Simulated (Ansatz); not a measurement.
# Structure relaxation of Mo

Theory: DFT PBE, scalar-relativistic, plane waves, PAW in Ansatz. Cutoff 420 eV, Γ-centred k mesh, Gaussian smearing, no spin polarisation in the final step.

Mo was placed on the hcp structure type (P6_3/mmc, No. 194), at a guessed volume.

```yaml
crystal:
  lattice:
    - [2.91098, 0.00000, 0.00000]
    - [-1.45549, 2.52099, 0.00000]
    - [0.00000, 0.00000, 4.72468]
  atoms:
    - { symbol: Mo, position: [0.33333, 0.66667, 0.25000] }
    - { symbol: Mo, position: [0.66667, 0.33333, 0.75000] }
```

Cell and atoms relax at zero pressure; the relaxation can't lower the symmetry of the start. After a coarse first stage the cell is made exact in the group found at 0.06 Å.

Energies count from the standard state of Mo at the same level.

What does it relax into?

It keeps P6_3/mmc (No. 194). The result has the hcp structure. Conventional cell: a = 2.756 Å, c = 4.901 Å. Around Mo lie 6 Mo at 2.76 Å and 6 Mo at 2.92 Å.

```
Mo
1.0
     2.75587    0.00000    0.00000
    -1.37794    2.38666    0.00000
     0.00000    0.00000    4.90107
Mo
2
Direct
  0.33333 0.66667 0.25000
  0.66667 0.33333 0.75000
```

What are its volume, energy, density and gap?

The volume per atom is 16.12 Å³ and the density is 9.89 g/cm³. The energy over the standard structure is 0.44 eV/atom. The gap on the 18×18×10 mesh is 0 eV (a metal).

The final run used a 18×18×10 mesh on its 2-atom cell and 0.10 eV smearing. The k mesh leaves about 4 meV/atom of noise in metals. A structure relaxed within its symmetry needn't be a true minimum.